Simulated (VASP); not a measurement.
A run of VASP 6.6.1 is set up as follows.

The input INCAR:

```
SYSTEM = HfO2
  ALGO = Normal
  CSHIFT = 0.05
  EDIFF = 1E-6
  ENCUT = 400
  GGA = RE
  GGA_COMPAT = .FALSE.
  ISIF = 2
  ISMEAR = 0
  LASPH = .TRUE.
  LCHARG = .FALSE.
  LDAU = .TRUE.
  LDAUJ = 0 0
  LDAUL = 2 -1
  LDAUPRINT = 1
  LDAUTYPE = 2
  LDAUU = 3 0
  LMAXMIX = 4
  LOPTICS = .TRUE.
  LORBIT = 11
  LREAL = .FALSE.
  LSORBIT = .TRUE.
  LWAVE = .FALSE.
  MAGMOM = 0 0 0 0 0 0 0 0 0
  NBANDS = 70
  NEDOS = 1000
  NELM = 80
  NELMDL = -8
  PREC = Accurate
  SIGMA = 0.1
```

The input KPOINTS:

```
k-points
0
G
  7 7 7
  0 0 0
```

The input POSCAR:

```
HfO2
1.0
    0.0622080000      2.5666660000      2.5660110000
    2.5266850000      0.0790410000      2.5491780000
    2.6218300000      2.6449780000     -0.0161040000
Hf O
1 2
Direct
    0.0000000000      0.0000000000      0.0000000000
    0.7500000000      0.7500000000      0.7500000000
    0.2500000000      0.2500000000      0.2500000000
```

Potentials or basis: VASP PAW PBE potentials, release 64 (Hf_pv, O_s).

Command:

```console
$ cat potpaw_PBE.64/Hf_pv/POTCAR potpaw_PBE.64/O_s/POTCAR > POTCAR
$ mpirun -np 1 vasp_ncl > vasp.out
```

(1) Predict the largest force.

(2) What does it give for the pressure?

Results:

(1) 0.459 eV/Å.

(2) 6.3 GPa.

Caveat: the PAW data sets were made with another functional, which shifts forces and pressure a little.
